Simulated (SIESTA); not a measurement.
In in SIESTA: the effect of pseudo set

The system is In, a slab with vacuum.

```
In
1.0
     3.33548    0.00000    0.00000
    -1.66774    2.88861    0.00000
     0.00000    0.00000   26.01829
In
5
Direct
  0.66667 0.33333 0.28826
  0.33333 0.66667 0.39413
  0.66667 0.33333 0.50000
  0.33333 0.66667 0.60587
  0.66667 0.33333 0.71174
```

The slab is cut from a database's or a generator's crystal, which needn't be the stable form of the element.

Alike in all runs:

```yaml
Program: SIESTA 5.4.2
Task: single point
Functional: PBE
Basis: DZP (energy shift 0.003 Ry; two zetas on semicore shells)
Grid_cutoff: 500 Ry
Energy_shift: 0.003 Ry
k_mesh: 9 × 9 × 1
Occupations: fermi-dirac, width 0.05 eV
Spin: no spin polarisation
```

```tsv
pseudo set	largest force (eV/Å)	work function (eV)
PseudoDojo 0.4 standard	0.18	3.84
PseudoDojo 0.4 stringent	?	?
PseudoDojo 0.5 standard	0.18	3.84
SG15 1.2	0.20	3.79
SPMS 1.0	0.19	3.83
Ansatz NC	0.18	3.84
```

Task: What does the run with pseudo set PseudoDojo 0.4 stringent give?

Result: Largest force 0.37 eV/Å; work function 4.01 eV.

The runs don't all hold the same shells in valence.
